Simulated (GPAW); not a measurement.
Computed results, one entry a study.

```
! title: GaP (honeycomb monolayer): G0W0 with GPAW, start to end
! method: DFT, LDA, plane waves, PAW (and 1 further level or step)
! program: GPAW 26.7.0
! settings: cutoff 450 eV, GPAW PAW setups 1.2.1 data release, 9×9×1 k-mesh, nbands 342
! cost: 4 runs, 2.8 min in all on 4 MPI ranks of Arm Neoverse V2, shared host
! notes: The structure was relaxed with LDA. Limits: no spin-orbit coupling.
! LDA gap: 1.85 eV, indirect
! G0W0 gap on the mesh: 3.59 eV
! GW settings: 9×9×1 mesh, 154 bands, screening to 60 eV, full frequency, Hilbert transform
! known limits: short of the basis limit; no spin-orbit coupling
CELL_PARAMETERS angstrom
3.84993 0.00000 0.00000
-1.92497 3.33414 0.00000
0.00000 0.00000 11.40000
ATOMIC_POSITIONS crystal
Ga 0.33333 0.66667 0.48097
P 0.66667 0.33333 0.51903
```

[Long decimals in the printed logs are rounded to 6 places.]

[Logs are printed without paths, hosts, clocks, repeated set-up lines and the standing remarks that a program may print on its own settings, such as how far it seeks lower states.]

[Paths, hosts, dates, memory and timing lines, banners, echoed tables and standing remarks are left out of the program output; an Ansatz launch command may be rebuilt from the run's recorded settings. Measured values are a selection of at most five: reports struck by readers or far from the other reports are left out. None is set beside runs whose start may be inverted or whose files or cutoffs have a known fault.]

[Runs of the session that timed out or met a known fault of the program may be left out.]

[Hosts, paths, dates, database ids (printed as entryN), source tags and the programs' standing remarks are cut or masked in the printed files.]

[Where the starting crystal was built by hand or by swapping elements, it need not be the compound's stable phase.]
